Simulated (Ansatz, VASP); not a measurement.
# Al4P: VASP beside Ansatz

```
Al P
1.0
    -2.89420    2.89420    2.89420
     2.89420   -2.89420    2.89420
     2.89420    2.89420   -2.89420
Al P
4 1
Direct
  0.00000 0.50045 0.00000
  0.49955 0.49955 0.49955
  0.00000 0.00000 0.50045
  0.50045 0.00000 0.00000
  0.00000 0.00000 0.00000
```

Change from the starting cell: species swapped into the GeF4 type (I-43m, No. 217).

Alike in both runs: functional PBE; k mesh 4 × 4 × 4; occupations gaussian, width 0.1 eV; no spin polarisation.

Ansatz relaxed the structure, and its values are those at the end. VASP's run is a single point on that final structure, the one shown.

|  | VASP | Ansatz |
| --- | --- | --- |
| version | VASP 6.6.1 | Ansatz 0.2.0 |
| potentials or method | VASP PAW PBE potentials, release 64 (Al, P) | scalar-relativistic, plane waves, PAW |
| plane-wave cutoff (eV) | 520 | 420 |
| valence electrons in the cell | 17 | 17 |

|  | VASP | Ansatz | Ansatz less VASP |
| --- | --- | --- | --- |
| gap on the k mesh at the Fermi level (eV) | none | none | - |
| pressure (GPa) | 0.0 | 0.1 | +0.05 |
| rms of the force components (eV/Å) | 0.006 | 0.006 | 0.0000 |

A gap of «none» marks a metal or a gap that the smearing closes.

Caveats: the k mesh is coarse (spacing up to 0.38 Å⁻¹), so the values aren't converged.
